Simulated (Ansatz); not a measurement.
Rocksalt BaO, 2 atoms and 16 valence electrons in a cell of about 43 Å³, was run 9 times in the plane-wave code Ansatz, each time on 2 threads of Arm Neoverse V1, with other jobs on the host.

```csv
run,k mesh,irreducible k,cutoff (eV),plane waves,bands,SCF iterations,wall time,peak host memory (GiB)
"G0W0, PBE, 69 empty bands, 80 eV",4×4×4,8,420,869,12,7,3.4 s,0.28
"G0W0, PBE, 160 empty bands, 140 eV",4×4×4,8,420,869,12,7,9.9 s,0.34
"G0W0, PBE, 294 empty bands, 210 eV",4×4×4,8,420,869,12,7,37 s,0.48
"G0W0, HSE06, 160 empty bands, 140 eV",4×4×4,8,420,869,12,10,45 s,0.66
"G0W0, LDA, 160 empty bands, 140 eV",4×4×4,8,420,869,12,6,9.4 s,0.34
"G0W0, r2SCAN, 160 empty bands, 140 eV",4×4×4,8,500,1067,12,7,11 s,0.43
"G0W0, PBE, 160 empty bands, 140 eV, plasmon pole",4×4×4,8,420,869,12,7,11 s,0.38
"G0W0, PBE, 69 empty bands, 80 eV",6×6×6,16,420,869,12,6,18 s,0.31
"G0W0, PBE, 160 empty bands, 140 eV, norm-conserving",4×4×4,8,1240,4279,12,9,24 s,0.49
```

The slowest run (G0W0, HSE06, 160 empty bands, 140 eV) took about 13 times as long as the quickest (G0W0, PBE, 69 empty bands, 80 eV).
